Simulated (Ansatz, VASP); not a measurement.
## Ag in VASP and in Ansatz

```
CELL_PARAMETERS angstrom
0.00000 2.02904 2.02904
2.02904 0.00000 2.02904
2.02904 2.02904 0.00000
ATOMIC_POSITIONS crystal
Ag 0.00000 0.00000 0.00000
```

Change from the starting cell: volume scaled by 0.98.

Alike in both runs: task single point; functional revPBE; dispersion D3(BJ); k mesh 8 × 8 × 8; occupations fermi-dirac, width 0.01 eV; non-collinear spin, spin-orbit coupling.

```csv
,VASP,Ansatz
version,VASP 6.6.1,Ansatz 0.2.0
potentials or method,"VASP PAW PBE potentials, release 64 (Ag), cutoff 520 eV","all-electron LAPW, relativistic spinors"
```

Ansatz gave:

```
gap on the k mesh at the Fermi level (eV) : none
pressure (GPa)                            : -0.7
net moment per atom (μB)                  : 0.00
dispersion energy (meV/atom)              : -1150.4
```

Problem. What did VASP give for the same quantities?

Solution. gap on the k mesh at the Fermi level (eV): none; pressure (GPa): -0.8; net moment per atom (μB): 0.00; dispersion energy (meV/atom): -1150.3.

A gap of «none» marks a metal or a gap that the smearing closes. Ansatz ran all-electron here, so the differences hold the error of VASP's frozen core and of both bases.

Caveats: the PAW data sets were made with another functional, which shifts forces and pressure a little (VASP); the k mesh is thin for a metal, which can move the energy by tens of meV per atom (Ansatz); pairwise dispersion overbinds metals, which lowers pressure and volume (Ansatz).
